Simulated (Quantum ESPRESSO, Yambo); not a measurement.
# LiF (Griceite): G0W0 with Yambo, start to end, part 2 of 2

How does a plane-wave GW calculation on LiF (Griceite) run from the first input to the gap?

Quantum ESPRESSO 7.5 and Yambo 5.3.0; PBE and many-body steps on it, plane waves. Known limits of the many-body steps: not at the basis limit.

So far. Step 2 (Ground state): The gap is direct, at Γ. Step 3 (Bands along the symmetry lines): The gap is 9.114 eV, −0.001 eV from the run before at this level.

### Step 4. Empty states on the mesh, 8×8×8 mesh, 197 bands

Level of this step: DFT, PBE, plane waves, norm-conserving pseudopotentials (Quantum ESPRESSO).

The sums over transitions need many empty states on a uniform mesh; this step solves for them.

pw.in

```
&control
  calculation = 'nscf'
  prefix = 'x'
  outdir = 'o'
  pseudo_dir = 'pseudo'
/
&system
  ibrav = 0
  nat = 2
  ntyp = 2
  ecutwfc = 72.0
  nbnd = 197
  force_symmorphic = .true.
/
&electrons
  conv_thr = 1e-9
  electron_maxstep = 80
  diago_full_acc = .true.
  diago_thr_init = 5e-6
/
ATOMIC_SPECIES
  Li 6.94 Li.upf
  F 18.998 F.upf
CELL_PARAMETERS angstrom
  0.0000000000 2.0140000000 2.0140000000
  2.0140000000 0.0000000000 2.0140000000
  2.0140000000 2.0140000000 -0.0000000000
ATOMIC_POSITIONS crystal
  Li 0.0000000000 0.0000000000 0.0000000000
  F 0.5000000000 0.5000000000 0.5000000000
K_POINTS automatic
  8 8 8 0 0 0
```

Command:

```bash
$ OMP_NUM_THREADS=1 mpirun -n 4 pw.x -nk 4 -in pw.in > pw.out
```

The log of the run:

```text
[banner, memory and clock lines left out]
Program PWSCF v.7.5 starts

     Atomic positions and unit cell read from directory:
     o/x.save/

     Message from routine setup:
     using ibrav=0 with symmetry is DISCOURAGED, use correct ibrav instead

     G-vector sticks info

     bravais-lattice index     =            0
     lattice parameter (alat)  =       5.3824  a.u.
     unit-cell volume          =     110.2567 (a.u.)^3
     number of atoms/cell      =            2
     number of atomic types    =            2
     number of electrons       =        10.00
     number of Kohn-Sham states=          197
     kinetic-energy cutoff     =      72.0000  Ry
     charge density cutoff     =     288.0000  Ry
     Exchange-correlation= PBE
                           (   1   4   3   4   0   0   0)

     celldm(1)=   5.382367  celldm(2)=   0.000000  celldm(3)=   0.000000
     celldm(4)=   0.000000  celldm(5)=   0.000000  celldm(6)=   0.000000

     crystal axes: (cart. coord. in units of alat)
               a(1) = (   0.000000   0.707107   0.707107 )
               a(2) = (   0.707107   0.000000   0.707107 )
               a(3) = (   0.707107   0.707107  -0.000000 )

     reciprocal axes: (cart. coord. in units 2 pi/alat)
               b(1) = ( -0.707107  0.707107  0.707107 )
               b(2) = (  0.707107 -0.707107  0.707107 )
               b(3) = (  0.707107  0.707107 -0.707107 )
     Pseudo is Norm-conserving, Zval =  3.0
     Generated using ONCVPSP code by D. R. Hamann
     Using radial grid of 1944 points,  4 beta functions with:
     Pseudo is Norm-conserving + core correction, Zval =  7.0
     Generated using ONCVPSP code by D. R. Hamann
     Using radial grid of  832 points,  5 beta functions with:
     Li                3.00     6.94000     Li( 1.00)
     F                 7.00    18.99800     F ( 1.00)

     48 Sym. Ops., with inversion, found

   Cartesian axes

     site n.     atom                  positions (alat units)
         1        Li     tau(   1) = (   0.0000000   0.0000000   0.0000000  )
         2        F      tau(   2) = (   0.7071068   0.7071068   0.7071068  )

     number of k points=    29
                       cart. coord. in units 2pi/alat
        k(    1) = (   0.0000000   0.0000000   0.0000000), wk =   0.0039062
        k(    2) = (   0.0883883   0.0883883  -0.0883883), wk =   0.0312500
        k(    3) = (   0.1767767   0.1767767  -0.1767767), wk =   0.0312500
[...]
[... 17 further rows ...]
        k(   28) = (  -0.7071068   0.1767767  -0.0000000), wk =   0.0468750
        k(   29) = (  -0.7071068   0.3535534   0.0000000), wk =   0.0234375

     Dense  grid:     9185 G-vectors     FFT dimensions: (  30,  30,  30)

     The potential is recalculated from file :
     o/x.save/charge-density

     Starting wfcs are    6 randomized atomic wfcs +  191 random wfcs

     Band Structure Calculation

     End of band structure calculation

          k = 0.0000 0.0000 0.0000 (  1139 PWs)   bands (ev):

   -39.9378 -18.9883   0.9065   0.9065   0.9065  10.0211  24.8974  24.8974
    24.8974  25.3125  25.3125  25.3125  28.2845  32.4832  32.4832  45.8414
    45.8414  45.8414  49.6073  65.9888  65.9888  65.9888  68.3857  69.5444
[...]
[... 13 further rows ...]
[...]
309.2794 312.8357 312.8357 312.8357 314.0033

          k = 0.0884 0.0884-0.0884 (  1143 PWs)   bands (ev):

[...]
[... 13 further rows ...]
[...]
303.5440 304.2563 304.3479 304.8511 304.8511

          k = 0.1768 0.1768-0.1768 (  1131 PWs)   bands (ev):

[...]
150.7703 153.0935 153.5428 153.5428 155.4267 158.6091 158.6091 162.3432
     [... 13 further rows ...]
   285.6512 285.6512 287.2200 287.2200 288.3536 289.4945 289.4945 289.7971
   291.2772 292.5382 294.9486 294.9486 297.8856

          k = 0.2652 0.2652-0.2652 (  1143 PWs)   bands (ev):

     [... further k-points ...]

     highest occupied, lowest unoccupied level (ev):     0.9065   10.0211

     XML data file, pseudopotentials, collected wavefunctions
```

Run time: 20 s. Hardware: 4 MPI ranks of Arm Neoverse V1, shared host; peak memory 0.27 GiB.

This step gave:

* gap: 9.115 eV
* k of the valence top: 0, 0, 0
* k of the conduction bottom: 0, 0, 0
* least direct gap: 9.115 eV
* k points computed: 29
* lowest point of the top converged band, above the valence top: 283.5368 eV

On this mesh the gap is 9.115 eV.

### Step 5. Conversion and set-up

This step: Yambo 5.3.0; conversion and set-up on PBE, plane waves, norm-conserving pseudopotentials.

The states are converted to the many-body program's format and the q mesh is built.

Command:

```bash
$ (cd o/x.save; p2y > p2y.log; mv SAVE ../..); yambo > setup.log
```

The log of the run:

```text
 Yambo, version 5.3.0

 [02] CORE Variables Setup
 =========================

  [02.01] Unit cells
  ==================

  Cell kind             :  FCC
  Atoms in the cell     :  Li  F
  number of Li atoms    :  1
  number of F  atoms    :  1

  List of atomic masses
  Mass of Li    :  6.940000
  Mass of F     :  18.99800

  List of atomic coordinates    : [cc]
  Li1       :  0.000000  0.000000  0.000000  order 1
  F1       :  3.805908  3.805908  3.805908  order 2

  Alat factors          :  3.805908  3.805908  3.805908 [a.u.]
  Direct lattice volume :  110.2567 [a.u.]
  Direct lattice vectors:  A[ 1 ]  A[ 2 ]  A[ 3 ]
   A[ 1 ]:  0.000000  1.000000  1.000000  [iru]
   0.000000  3.805908  3.805908  [cc]
   A[ 2 ]:  1.000000  0.000000  1.000000  [iru]
   3.805908  0.000000  3.805908  [cc]
   A[ 3 ]:  1.000000  1.000000 -0.000000  [iru]
   3.805908  3.805908 -0.000000  [cc]

  Recip. lattice volume :  2.249752 [a.u.]
  Recip. lattice vectors:  B[ 1 ]  B[ 2 ]  B[ 3 ]
   B[ 1 ]: -0.500000  0.500000  0.500000  [iku]
  -0.825451  0.825451  0.825451  [cc]
   B[ 2 ]:  0.500000 -0.500000  0.500000  [iku]
   0.825451 -0.825451  0.825451  [cc]
   B[ 3 ]:  0.500000  0.500000 -0.500000  [iku]
   0.825451  0.825451 -0.825451  [cc]

  [02.02] Symmetries
  ==================

  Inversion symmetry    : yes
  Spatial inversion     : yes
  Inversion index       :  25
  K-space Time-reversal : no
  Magnetic symmetries   : no
  Group table correct   : yes
  Symmetries units      :  [cc]

   [S  1]:   1.0000     -0.12918E-16 -0.12918E-16 -0.12918E-16   1.0000      0.12918E-16  0.12918E-16  0.12918E-16   1.0000
   [S  2]:  -1.0000      0.12918E-16 -0.12918E-16  0.12918E-16  -1.0000      0.12918E-16 -0.12918E-16 -0.12918E-16   1.0000
   [S  3]:  -1.0000     -0.12918E-16  0.12918E-16  0.12918E-16   1.0000     -0.12918E-16 -0.12918E-16  0.12918E-16  -1.0000
[...]
[... 36 further rows ...]
   [S 47]: -0.12918E-16   1.0000      0.12918E-16  0.12918E-16 -0.12918E-16  -1.0000       1.0000      0.12918E-16 -0.12918E-16
   [S 48]: -0.12918E-16  -1.0000     -0.12918E-16  0.12918E-16  0.12918E-16   1.0000       1.0000     -0.12918E-16  0.12918E-16

  [02.03] Reciprocal space
  ========================

  nG shells         :  143
  nG charge         :   9185
  nG WFs            :  1615
  nC WFs            :  1158
  G-vecs. in first 14 shells:  [ Number ]
     1    9   15   27   51   59   65   89  113
   137  169  181  229  259
  ...
  Shell energy in first 14 shells:  [ mHa ]
    0.00000      1022.06      1362.74      2725.48      3747.54      4088.22      5450.96      6473.02      6813.70
    8176.44      9198.50      10901.9      11924.0      12264.7
  ...

  [02.04] K-grid lattice
  ======================

  Compatible Grid is   : 3D
  Base K vectors       :  K_min[ 1 ]  K_min[ 2 ]  K_min[ 3 ]
  K_min[ 1 ] :  0.39326E-17 -0.12500     -0.42090E-17 [rlu]
[...]
K [29]         [rlu]:  0.250000 -0.500000 -0.250000
         WF components:  1144

  [02.05] Energies & Occupations
  ==============================

  [X] === General ===
  [X] Electronic Temperature                        :  0.000000  0.000000 [eV K]
  [X] Bosonic    Temperature                        :  0.000000  0.000000 [eV K]
  [X] Finite Temperature mode                       : no
  [X] El. density                                   :  0.61206E+24 [cm-3]
  [X] Fermi Level                                   :  0.906508 [eV]

  [X] === Gaps and Widths ===
  [X] Conduction Band Min                           :  9.114627 [eV]
  [X] Valence Band Max                              :  0.000000 [eV]
  [X] Filled Bands                                  :   5
  [X] Empty Bands                                   :    6  197
  [X] Direct Gap                                    :  9.114627 [eV]
  [X] Direct Gap localized at k                     :  1
  [X] Indirect Gap                                  :  9.114627 [eV]
  [X] Indirect Gap between kpts                     :  1  1
  [X] Last valence band width                       :  0.989798 [eV]
  [X] 1st conduction band width                     :  5.964288 [eV]

  E @ K [ 1]:  [eV]
   -40.844      -19.895     -0.94050E-12 -0.56400E-12   0.0000       9.1146       23.991       23.991
   23.99086  24.40597  24.40597  24.40597  27.37798  31.57670  31.57670  44.93489
  occ @ K [ 1]
   2.000000  2.000000  2.000000  2.000000  2.000000  0.000000  0.000000  0.000000
[...]
E @ K [ 2]:  [eV]
[...]
occ @ K [ 2]
[...]
E @ K [ 3]:  [eV]
[...]
occ @ K [ 3]
[...]
E @ K [ 8]:  [eV]
[...]
occ @ K [ 8]
[...]
E @ K [ 9]:  [eV]
[...]
occ @ K [ 9]
[...]
E @ K [10]:  [eV]
[...]
occ @ K [10]
[...]
E @ K [11]:  [eV]
[...]
occ @ K [11]
[...]
E @ K [12]:  [eV]
[...]
occ @ K [12]
[...]
E @ K [13]:  [eV]
[...]
occ @ K [13]
[...]
E @ K [14]:  [eV]
[...]
occ @ K [14]
[...]
[... 14 further k-points ...]
  E @ K [29]:  [eV]
[...]
occ @ K [29]
   2.000000  2.000000  2.000000  2.000000  2.000000  0.000000  0.000000  0.000000
   0.000000  0.000000  0.000000  0.000000  0.000000  0.000000  0.000000  0.000000

 [03] Transferred momenta grid and indexing
 ==========================================

 IBZ Q-points                                      :  29
 BZ  Q-points                                      :   512

 K/Q-points units:
 rlu = crystal or reduced units; cc = cartesian coordinates; iku = interal k-units

 Q [ 1]         [rlu]:  0.000000  0.000000  0.000000
 Q [ 2]         [rlu]: -0.44736E-17 -0.44736E-17  0.12500
 Q [ 3]         [rlu]: -0.89471E-17 -0.89471E-17  0.25000
[...]
Q [ 8]         [rlu]: -0.89471E-17  0.12500      0.37500
 Q [ 9]         [rlu]: -0.26293E-17  0.12500      0.50000
 Q [10]         [rlu]:  0.17894E-16  0.12500     -0.37500
     [... 17 further rows ...]
 Q [28]         [rlu]:  0.125000 -0.500000 -0.375000
 Q [29]         [rlu]:  0.250000 -0.500000 -0.250000

  [03.01] X indexes
  =================

   [03.01.01] Sigma indexes
   ========================

 [06] Game Over & Game summary
```

It took 2.1 s on 1 MPI rank; peak memory 0.24 GiB.

### Step 6. Screening and self-energy, 8×8×8 mesh, 197 bands, screening to 353.7 eV

G0W0 replaces the xc potential by the self-energy, built once from these orbitals. Only a window of levels is corrected, while the sums run over the empty bands that the input names.

This step: G0W0 on PBE, plane waves, norm-conserving pseudopotentials.

gw3.in

```
HF_and_locXC
gw0
dyson
ppa
em1d
rim_cut
RandQpts= 1000000
RandGvec= 1 RL
EXXRLvcs= 72 Ry
VXCRLvcs= 288 Ry
Chimod= "HARTREE"
% BndsRnXp
 1 | 197 |
%
NGsBlkXp= 26 Ry
% LongDrXp
 1 | 1 | 1 |
%
% GbndRnge
 1 | 197 |
%
DysSolver= "n"
ExtendOut
PPAPntXp= 27.21138 eV
% QPkrange
 1 | 1 | 4 | 7 |
%
```

Command:

```bash
$ OMP_NUM_THREADS=1 mpirun -n 4 yambo -F gw3.in -J gw3 -C gw3 > gw3.log
```

The log of the run:

```text
 Yambo, version 5.3.0

 [02] CORE Variables Setup
 =========================

  [... cell, symmetries and grids as in the set-up ...]

  [02.05] Energies & Occupations
  ==============================

  [X] === General ===
  [X] Electronic Temperature                        :  0.000000  0.000000 [eV K]
  [X] Bosonic    Temperature                        :  0.000000  0.000000 [eV K]
  [X] Finite Temperature mode                       : no
  [X] El. density                                   :  0.61206E+24 [cm-3]
  [X] Fermi Level                                   :  0.906508 [eV]

  [X] === Gaps and Widths ===
  [X] Conduction Band Min                           :  9.114627 [eV]
  [X] Valence Band Max                              :  0.000000 [eV]
  [X] Filled Bands                                  :   5
  [X] Empty Bands                                   :    6  197
  [X] Direct Gap                                    :  9.114627 [eV]
  [X] Direct Gap localized at k                     :  1
  [X] Indirect Gap                                  :  9.114627 [eV]
  [X] Indirect Gap between kpts                     :  1  1
  [X] Last valence band width                       :  0.989798 [eV]
  [X] 1st conduction band width                     :  5.964288 [eV]

 [03] Transferred momenta grid and indexing
 ==========================================

 IBZ Q-points                                      :  29
 BZ  Q-points                                      :   512

 K/Q-points units:
 rlu = crystal or reduced units; cc = cartesian coordinates; iku = interal k-units

 Q [ 1]         [rlu]:  0.000000  0.000000  0.000000
 Q [ 2]         [rlu]: -0.44736E-17 -0.44736E-17  0.12500
 Q [ 3]         [rlu]: -0.89471E-17 -0.89471E-17  0.25000
 Q [ 4]         [rlu]:  0.59525E-19  0.59525E-19  0.37500
 Q [ 5]         [rlu]:  0.17894E-16  0.17894E-16 -0.50000
 Q [ 6]         [rlu]:  0.55284E-18  0.12500      0.12500
 Q [ 7]         [rlu]:  0.39326E-17  0.12500      0.25000
 Q [ 8]         [rlu]: -0.89471E-17  0.12500      0.37500
 Q [ 9]         [rlu]: -0.26293E-17  0.12500      0.50000
 Q [10]         [rlu]:  0.17894E-16  0.12500     -0.37500
     [... 17 further rows ...]
 Q [28]         [rlu]:  0.125000 -0.500000 -0.375000
 Q [29]         [rlu]:  0.250000 -0.500000 -0.250000

 [04] Coloumb potential Random Integration (RIM)
 ===============================================

  [04.01] RIM initialization
  ==========================

  * Diagonal components only detected *

  8 x (sBL volume)        :  0.035152 [a.u.]
  sBZ random points       :  1000000
  Points outside the sBZ  :   7996195
  RL volume               :  2.249752 [a.u.]
  Integrated volume       :  2.250822 [a.u.]

  [04.02] RIM integrals
  =====================

  Gamma point sphere radius             :  0.059420 [a.u.]
  Points outside the sphere             :   799659
  [Int_sBZ(q=0) 1/q^2]*(Vol_sBZ)^(-1/3) =:  7.764404
                                 should be <:  7.795600

  Summary of Coulomb integrals for non-metallic bands |Q|[au] RIM/Bare

  Q [1] 0.100000E-4 0.995998 * Q [2] 0.178715 1.065507
  Q [6] 0.206363 1.063520 * Q [12] 0.291841 1.025994
  Q [7] 0.342214 1.019443 * Q [3] 0.357431 1.017217
  Q [13] 0.412726 1.013507 * Q [11] 0.449757 1.010827
  Q [22] 0.461441 1.010532 * Q [8] 0.505484 1.008888
  Q [14] 0.536146 1.007997 * Q [4] 0.536146 1.007966
  Q [17] 0.583682 1.006539 * Q [23] 0.610430 1.006171
  Q [10] 0.619089 1.005860 * Q [18] 0.619089 1.006039
  Q [25] 0.652577 1.005436 * Q [9] 0.676606 1.005167
  Q [15] 0.684428 1.005043 * Q [5] 0.714862 1.004510
  Q [19] 0.736863 1.004389 * Q [16] 0.736863 1.004241
  Q [27] 0.744052 1.004143 * Q [24] 0.772139 1.003889
  Q [26] 0.792552 1.003834 * Q [21] 0.825451 1.003655
  Q [28] 0.850856 1.003467 * Q [20] 0.875523 1.003109
  Q [29] 0.922883 1.003011

 [05] Dipoles
 ============

  [05.01] Setup: observables and procedures
  =========================================

 [06] Dynamic Dielectric Matrix (PPA)
 ====================================

 [WR./gw3//ndb.pp]---------------------------------------------------------------
  Brillouin Zone Q/K grids (IBZ/BZ)                :    29   512    29   512
  RL vectors                                       :  1639 [WF]
  Coulomb cutoff potential                         : none
  Electronic Temperature                           :  0.000000 [K]
  Bosonic    Temperature                           :  0.000000 [K]
  PPA    diel. fun.  energies                      : Perdew, Burke & Ernzerhof(X)+Perdew, Burke & Ernzerhof(C)
  wavefunctions                                    : Perdew, Burke & Ernzerhof(X)+Perdew, Burke & Ernzerhof(C)
  Global Gauge                                     : length
  X matrix size                                    :  283
  X band range                                     :    1  197
  X e/h energy range                               : -1.000000 -1.000000 [eV]
  X Time ordering                                  : R
  X Hxc Kernel                                     : HARTREE
  X Drude frequency                                :  0.000000  0.000000
  X poles                                          :  100.0000 [o/o]
  RL vectors in the sum                            :  1639
  [r,Vnl] included                                 : yes
  Field direction                                  :  0.577350E-5  0.577350E-5  0.577350E-5
  BZ energy Double Grid                            : no
  BZ energy DbGd points                            : 0
  BZ Q point size factor                           : -1.000000
  X Optical Averaged directions                    : none

 [07] Local Exchange-Correlation + Non-Local Fock
 ================================================

 [VXC] Plane waves :   9185
 [EXS] Plane waves :  1211

 QP @ state[ 1 ] K range:  1  1
 QP @ state[ 1 ] b range:   4   7

 [xc] Functional : Perdew, Burke & Ernzerhof(X)+Perdew, Burke & Ernzerhof(C)
 [xc] LIBXC used to calculate xc functional
  PP Number of Atomic Species                      :  2
  NLCC RL compoments                               :   9185
  PP Number of Atomic Species                      :  2
  NLCC RL compoments                               :   9185

 [xc] E_xc :  -6.404302 [Ha]
      E_xc :  -12.80860 [Ry]

  Local XC kind (lXC) : Perdew, Burke & Ernzerhof(X)+Perdew, Burke & Ernzerhof(C)
  Non-Local XC kind (nlXC) : Hartree-Fock

  Corrections @ K [1] :  [eV]
 <4|nlXC|4> = -30.70135 -0.62235E-17 <4|lXC|4> = -23.05348  0.18882E-15
 <5|nlXC|5> = -30.70136  0.11140E-16 <5|lXC|5> = -23.05348 -0.94408E-16
 <6|nlXC|6> = -6.618816  0.12902E-18 <6|lXC|6> = -11.45041 -0.10446E-18
 <7|nlXC|7> = -3.080517  0.59367E-18 <7|lXC|7> = -10.01124 -0.18880E-15

 [08] Dyson equation: Newton solver
 ==================================

  [08.01] G0W0 (W PPA)
  ====================

  [  GW  ] Bands range     :    1  197
  [GW/PPA] G damping       :  0.100000 [eV]

  QP @ state[ 1 ] K range:  1  1
  QP @ state[ 1 ] b range:   4   7

   Sc/G bands                                       :    1  197
   Sc/G damping                                     :  0.100000 ev
   Sc bands terminator                              : no
   Sx RL components                                 :  1211

   QP @ state[ 1 ] K range                          :  1  1
   QP @ state[ 1 ] b range                          :   4   7
   GF energies kind                                 : Perdew, Burke & Ernzerhof(X)+Perdew, Burke & Ernzerhof(C)
   GF WF`s kind                                     : Perdew, Burke & Ernzerhof(X)+Perdew, Burke & Ernzerhof(C)
   Xs energies kind                                 : Perdew, Burke & Ernzerhof(X)+Perdew, Burke & Ernzerhof(C)
   Xs WF`s kind                                     : Perdew, Burke & Ernzerhof(X)+Perdew, Burke & Ernzerhof(C)

 [11] Game Over & Game summary
```

It took 23 min on 4 MPI ranks; peak memory 2 GiB; 1.5 h of CPU time.

Numbers from this step:

| Property | Result |
| --- | --- |
| G0W0 gap on the points computed | 13.47 eV |
| starting gap on the mesh | 9.115 eV |
| k of the valence top | 0, 0, 0 |
| k of the conduction bottom | 0, 0, 0 |
| least direct G0W0 gap on the computed points | 13.47 eV |
| Z at the valence top | 0.8237 |
| Z at the conduction bottom | 0.8896 |

The gap on the mesh goes from 9.11 eV to 13.47 eV, a correction of +4.36 eV.

Limits: finite bands, cutoff and mesh. v1 is the top filled band, c1 the lowest empty one. Levels before and after the correction, in eV, zero at the valence-band top of each column:

```csv
,conduction bottom,valence top
Kohn-Sham,9.11,0.00
G0W0,13.47,0.00
```

```csv
,level,energy (eV)
Kohn-Sham,Γ v2-v1,0.000
Kohn-Sham,Γ c1,9.115
Kohn-Sham,Γ c2,23.991
G0W0,Γ v2-v1,0.000
G0W0,Γ c1,13.471
G0W0,Γ c2,29.193
```

### Step 7. Where the time went

Times are wall times on the hardware named with each run, good to a factor of about two.

```csv
step,time,share,memory (GiB)
ground state,2.1 s,0 %,0.19
bands along the symmetry lines,1.4 s,0 %,0.05
empty states on the mesh,20 s,1 %,0.27
conversion and set-up,2.1 s,0 %,0.24
screening and self-energy,23 min,98 %,2.0
```

### Step 8. Summary of results

* PBE gap: 9.11 eV, indirect (only 1 meV under the direct gap)
* G0W0 gap on the mesh: 13.47 eV
* GW settings: 8×8×8 mesh, 197 bands, screening to 353.7 eV, Godby-Needs plasmon pole
* known limits: not at the basis limit

G0W0 moves the gap on the mesh from 9.11 eV to 13.47 eV (+4.36 eV), with Z of 0.82 and 0.89 at the edges. Only 1 of the mesh's irreducible points was corrected, so a valley elsewhere could overtake. The dearest step here is «screening and self-energy». Bands and cutoff are finite, so the gap is not at the basis limit. The miss can reach some tenths of an eV and take either sign; the mesh is an error of its own. In the G0W0 run levels were corrected at 1 k point alone, so a gap called «on the mesh» is the least over those, and an edge elsewhere would be missed.

[Paths, hosts, dates, memory and timing lines, banners, echoed tables and standing remarks are left out of the program output.]

[Logs are printed without paths, hosts, clocks, repeated set-up lines and the standing remarks that a program may print on its own settings, such as how far it seeks lower states.]

[Runs of the session that timed out or met a known fault of the program may be left out.]

[Hosts, paths, dates, database ids (printed as entryN), source tags and the programs' standing remarks are cut or masked in the printed files.]
